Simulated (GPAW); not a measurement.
Crystal: TiO.

```xyz
4
Lattice="2.8516 0.0000 0.0000 -1.4258 2.4696 0.0000 0.0000 0.0000 5.5675" Properties=species:S:1:pos:R:3 pbc="T T T"
Ti    1.4258    0.8232    4.1756
Ti    0.0000    1.6464    1.3919
O     0.0000    0.0000    2.7838
O     0.0000    0.0000    0.0000
```

The cell comes from a database or a generator and needn't be the stable form of this composition.

Base run:

- Program: GPAW 26.7.0
- Functional: PBEsol
- Potentials or basis: PAW data sets generated in the run's folder for this functional
- Cutoff: 800 eV
- Basis: pw
- k mesh: 8 × 8 × 4
- Occupations: fermi-dirac, width 0.05 eV
- Spin: no spin polarisation
- Hubbard terms: Ti d U = 6 eV

Its results: pressure 8.3 GPa.

**Question.** After a change of settings the same cell gave: pressure -3.2 GPa. Which change was it?
A. hubbard terms from Ti d U = 6 eV to none
B. hubbard terms from Ti d U = 6 eV to Ti d U = 3 eV
C. k mesh from 8 × 8 × 4 to 11 × 11 × 5; hubbard terms from Ti d U = 6 eV to none
D. hubbard terms from Ti d U = 6 eV to Ti d U = 2 eV

**Answer.** B.

Caveats: U without spin polarisation on a metal has little footing (some runs).

Not every run made on this cell is shown here.
